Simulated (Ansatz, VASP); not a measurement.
**BAs: VASP beside Ansatz**

File INCAR:

```
SYSTEM = BAs
ALGO     = Normal         ! electronic algorithm
EDIFF    = 1E-6           ! SCF threshold, eV
EDIFFG   = -0.005         ! ionic threshold
ENCUT    = 600            ! plane-wave cutoff, eV
GGA      = CA             ! functional
IBRION   = 2              ! ionic algorithm
ISIF     = 3              ! what is computed and relaxed
ISMEAR   = 0              ! smearing method
LASPH    = .True.         ! aspherical terms in the spheres
LCHARG   = .False.        ! write CHGCAR
LREAL    = .False.        ! projectors in reciprocal space
LWAVE    = .False.        ! write WAVECAR
NELM     = 60             ! most SCF steps
NSW      = 70             ! ionic steps
PREC     = Accurate       ! precision mode
SIGMA    = 0.02           ! smearing width, eV
```

KPOINTS

```
k-points
0
Gamma
  10 10 10
  0 0 0
```

POSCAR

```
BAs
1.0
    0.0000000000      2.4044111665      2.4044111665
    2.4044111665      0.0000000000      2.4044111665
    2.4044111665      2.4044111665      0.0000000000
B As
1 1
Direct
    0.0000000000      0.0000000000      0.0000000000
    0.2500000000      0.2500000000      0.2500000000
```

Input for Ansatz:

```yaml
crystal:
  lattice:
    - [0.0, 2.404411167, 2.404411167]
    - [2.404411167, 0.0, 2.404411167]
    - [2.404411167, 2.404411167, 0.0]
  atoms:
    - { symbol: B, position: [0.0, 0.0, 0.0] }
    - { symbol: As, position: [0.25, 0.25, 0.25] }
basis:
  ecutwfc: 420
kpoints:
  mp_grid: { grid: [10, 10, 10] }
hamiltonian:
  xc: lda
scf:
  occupations: { method: gaussian, width: 0.02 }
output:
  forces: true
  stress: true
  eigenvalues: true
relax:
  adjacent_minimum: "off"
  f_tol: 0.005
  max_steps: 50
  cell: { stress_tol: 0.05 }
```

Alike in both runs: task relaxation of cell and atoms; functional LDA; k mesh 10 × 10 × 10; occupations gaussian, width 0.02 eV; no spin polarisation.

```csv
,VASP,Ansatz
version,VASP 6.6.1,Ansatz 0.2.0
potentials or method,"VASP PAW LDA potentials, release 64 (B, As)","scalar-relativistic, plane waves, PAW"
plane-wave cutoff (eV),600,420
valence electrons in the cell,8,18
```

VASP gave:

| Item | Value |
| --- | --- |
| gap on the k mesh at the Fermi level, each at its own relaxed structure (eV) | 1.10 |
| relaxed volume (Å³/atom) | 13.33 |
| relaxed cell length with the largest relative difference (Å) | 3.353 |
| energy change over the relaxation (meV/atom) | -10 |

Question: Which values does Ansatz return?

Answer: gap on the k mesh at the Fermi level, each at its own relaxed structure (eV): 1.10; relaxed volume (Å³/atom): 13.25; relaxed cell length with the largest relative difference (Å): 3.346; energy change over the relaxation (meV/atom): -14.

The two sets of potentials don't hold the same shells in valence.

A k mesh can miss the band edges. A hybrid or GW would open this gap; LDA tends to underestimate it. Zero-point motion and thermal expansion aren't in these numbers.
